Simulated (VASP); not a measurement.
# Sn in VASP: the effect of functional

Sn:

```
CELL_PARAMETERS angstrom
-1.89465 1.89465 1.89465
1.89465 -1.89465 1.89465
1.89465 1.89465 -1.89465
ATOMIC_POSITIONS crystal
Sn 0.00000 0.00000 0.00000
```

This isn't the form of Sn at room conditions, which is tetragonal (white tin).

Alike in all runs:

```yaml
Program: VASP 6.6.1
Task: relaxation of cell and atoms
Cutoff: 600 eV
k_mesh: 10 × 10 × 10
Occupations: fermi-dirac, width 0.05 eV
Spin: no spin polarisation
```

Each run relaxes the cell or the atoms first.

```tsv
functional	potentials or basis	relaxed volume (Å³/atom)
LDA	VASP PAW LDA potentials, release 64 (Sn_d)	?
PBE	VASP PAW PBE potentials, release 64 (Sn_d)	27.58
PBEsol	VASP PAW PBE potentials, release 64 (Sn_d)	25.98
RPBE	VASP PAW PBE potentials, release 64 (Sn_d)	28.47
revPBE	VASP PAW PBE potentials, release 64 (Sn_d)	28.21
BLYP	VASP PAW PBE potentials, release 64 (Sn_d)	30.77
AM05	VASP PAW PBE potentials, release 64 (Sn_d)	25.89
PW91	VASP PAW PBE potentials, release 64 (Sn_d)	27.69
r2SCAN	VASP PAW PBE potentials, release 64 (Sn_d)	26.79
SCAN	VASP PAW PBE potentials, release 64 (Sn_d)	26.74
optB88-vdW	VASP PAW PBE potentials, release 64 (Sn_d)	27.95
vdW-DF-cx	VASP PAW PBE potentials, release 64 (Sn_d)	26.31
rev-vdW-DF2	VASP PAW PBE potentials, release 64 (Sn_d)	27.20
```

Q: What does the run with functional LDA give?

A: Relaxed volume 25.35 Å³/atom.

Caveats: the PAW data sets were made with another functional, which shifts forces and pressure a little (some runs); the relaxation stopped at its first step, so nothing moved (some runs).
